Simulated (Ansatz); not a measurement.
# Formation energy and levels of the self-interstitial Al_i (6-fold void) in AlN (P6_3mc), part 2 of 2

Wanted: the transition levels of a self-interstitial in AlN (P6_3mc), from a cell of 72 host atoms with 1 Al put in.

Ansatz; place-levels on r2SCAN runs: charge-transition levels and formation energies with image-charge correction and potential alignment at the atomic sites; PAW set soft_1.

So far: Set-up; The runs of each charge state; Levels against the band edges, r2SCAN.

### Step 3. Levels against the band edges, r2SCAN (continued)

Levels between the charges placed, in eV above the valence top:

```
        gap (eV)  (+3/+2)  (+2/+1)  (+1/0)
r2SCAN      4.88     2.97     3.12    4.45
```

Corrections by state:

```
charge  moment (μB)  image terms and alignment (eV)  band filling (eV)                               ε used  over the lowest of its charge, as the program ranks them, band filling apart (eV)
    +3          0.0                           2.826                  -  principal values (8.15, 8.15, 9.65)                                                                              0.000
    +2          1.0                           1.403                  -  principal values (8.15, 8.15, 9.65)                                                                              0.000
    +1          0.0                           0.468                  -  principal values (8.15, 8.15, 9.65)                                                                              0.000
     0          1.0                           0.000                  -                                    -                                                                              0.000
```

The charged structures listed were also run neutral, and place-levels reads from each pair, by the potential or the spins, how wide the charge is by which they differ; that can be the carrier of either run.

```
charge  rms radius (Å)  spread where it is widest against the cell (Å)  wide from (Å)  reading
    +3             4.3                                            2.43           1.40     wide
    +2             3.5                                            1.92           1.40     wide
    +1             3.3                                            1.93           1.40     wide
```

The neutral runs of these pairs need not share the spin of the lowest neutral state, and very wide values only mean spread over the cell.

From the program's caveats on the states, each cut to its opening words:

- charge +3: it parts from the run at its places by a charge that spreads by about 2.4 Å along one vector (1.4 Å or more is wide), by its potential at epsilon [4.49, 4.49, [...]
- charge +3: its alignment with the host at atomic sites is doubtful: the mean over the far sites moves by -0.0763 eV from their farther parts to their nearer, more than [...]
- charge +3: the far atoms show a dipole or second moment of the defect's charge, for which the correction takes or leaves out 0.075 eV: further moments aren't read, and [...]
- charge +3: its displacements don't fall off away from the defect: farther atoms stand 0.035 Å off the host's places
- charge +2 (1 μB), +1: it parts from the run at its places by a charge that spreads by about 1.9 Å along one vector (1.4 Å or more is wide), by its potential at epsilon [4.49, 4.49, [...]
- charge +2 (1 μB): the far atoms show a dipole or second moment of the defect's charge, for which the correction takes or leaves out 0.067 eV: further moments aren't read, and [...]
- charge +2 (1 μB): its displacements don't fall off away from the defect: farther atoms stand 0.026 Å off the host's places
- charge +2 (1 μB), 0 (1 μB): flagged: stability check not made
- charge +1: the far atoms show a dipole or second moment of the defect's charge, for which the correction takes or leaves out 0.085 eV: further moments aren't read, and [...]
- charge 0 (1 μB): the far atoms show a dipole or second moment of the defect's charge, for which the correction takes or leaves out 0.176 eV: further moments aren't read, and [...]

Chemical potentials of the elements' reference phases, run alike. Formation energies (elemental references), with the Fermi level at the valence top and at the conduction bottom (gap 4.88 eV):

```
charge  at valence top (eV)  at conduction bottom (eV)  correction included (eV)
    +3                -0.22                      14.42                      2.83
    +2                 2.76                      12.51                      1.40
    +1                 5.88                      10.75                      0.47
     0                10.32                      10.32                      0.00
```

| Fermi level (eV) | lowest formation energy (eV) |
| --- | --- |
| 0.00 | -0.22 |
| 0.44 | 1.11 |
| 0.89 | 2.44 |
| 1.33 | 3.77 |
| 1.77 | 5.10 |
| 2.22 | 6.43 |
| 2.66 | 7.77 |
| 3.11 | 8.97 |
| 3.55 | 9.42 |
| 3.99 | 9.87 |
| 4.43 | 10.31 |
| 4.88 | 10.32 |

### Step 4. The same at the relaxations' own k-points

The relaxations' own energies give the levels at their sampling, for comparison.

levels.relax_mesh.yaml reads:

```yaml
host:
  run: host.relax.run
states: [q0_M1.relax.run, qp1.relax.run, qp2_M1.relax.run, qp3.relax.run]
chemical_potentials:
  Al:
    energy: -540.418346
    dataset: <sha256 of the dataset>
```

The run is started by

```sh
> ansatz place-levels levels.relax_mesh.yaml -- --threads 4 --pin off --max-ram 7536MiB
```

What it wrote:

```text
(+3/+2) 3.015 eV above the valence edge, 1.871 eV under the conduction edge
(+2/+1) 3.177 eV above the valence edge, 1.709 eV under the conduction edge
(+1/0) 4.482 eV above the valence edge, 0.404 eV under the conduction edge
formation energy of charge +3: -0.264 eV with the Fermi level at the valence edge
formation energy of charge +2: +2.751 eV with the Fermi level at the valence edge
formation energy of charge +1: +5.928 eV with the Fermi level at the valence edge
formation energy of charge 0: +10.410 eV with the Fermi level at the valence edge
  edges by r2scan, gap 4.886 eV; the host is sampled to repeats of 13.64 Å
[... the lines on each state left out ...]
```

It took 0.24 s on 4 threads of Arm Neoverse N1, shared host.

Levels between neighbouring charges, in eV above the valence top:

```
                        gap (eV)  (+3/+2)  (+2/+1)  (+1/0)
one point at (¼, ¼, ¼)      4.89     3.01     3.18    4.48
  a 2×2×2 shifted mesh      4.88     2.97     3.12    4.45
```

Going from one point at (¼, ¼, ¼) to a 2×2×2 shifted mesh moves the levels that carry no band-filling term by up to 0.06 eV and formation energies against the elements by up to 0.09 eV.

### Step 5. What came out

```yaml
gap_of_the_host: 4.88 eV (r2SCAN)
level_plus_3_plus_2: 2.97 eV above the valence top
level_plus_2_plus_1: 3.12 eV above the valence top
level_plus_1_over_0: 4.45 eV above the valence top
lowest_of_the_charges_placed_just_above_the_valence_top_0p02_ev: +3
lowest_of_the_charges_placed_just_below_the_conduction_bottom_0p02_ev: 0
lowest_formation_energy_at_mid_gap_of_the_charges_run_elemental_references: 7.10 eV
```

What this shows: Of the charges placed (0, +1, +2 and +3), the lowest changes at 2.97 eV (+3/+2), 3.12 eV (+2/+1) and 4.45 eV (+1/0) above the valence top, in a gap of 4.88 eV. (+1/0) lies nearer to a band edge than the share of the finite-size correction in it (0.47 eV), and that correction holds for a localised charge alone. Charges above +3 and below 0 were not placed, so these runs say nothing of levels that involve them. States placed: +3 at 0 μB; +2 at 1 μB; +1 at 0 μB; 0 at 1 μB. Other spin states or structures, where not listed, weren't placed. Corrections reach 2.8 eV, so the cell is small for these charges and their levels are rough. At charge 0, +1, +2 and +3 the atom put in ends up to 0.9 Å from its starting place, so the name tells the start alone and the levels can join different sites. Going from one point at (¼, ¼, ¼) to a 2×2×2 shifted mesh moves the levels that carry no band-filling term by up to 0.06 eV and formation energies against the elements by up to 0.09 eV. The program doubts the alignment of potentials for at least one state, a sign that the cell is small. Keep in mind: r2SCAN makes the gap too small and tends to spread out bound carriers; where a gas molecule sets a chemical potential or the host's formation energy, its binding is uncorrected; force components of up to 0.11 eV/Å remain in a run at the final settings.

[Logs are printed without paths, hosts, clocks, repeated set-up lines and the standing remarks that a program may print on its own settings, such as how far it seeks lower states.]

[Hosts, paths, dates, database ids (printed as entryN), source tags and the programs' standing remarks are cut or masked in the printed files.]

[Where a table of states has a column of steps, it counts the stored structures, which are thinned; the runs took as many ionic steps or more.]

[A defect's name tells the site on which it was built; relaxed atoms can leave that site.]

[For some hosts the program warned that the k-mesh of the response run may be too coarse for force constants and the static dielectric constant; such warnings are not shown here.]
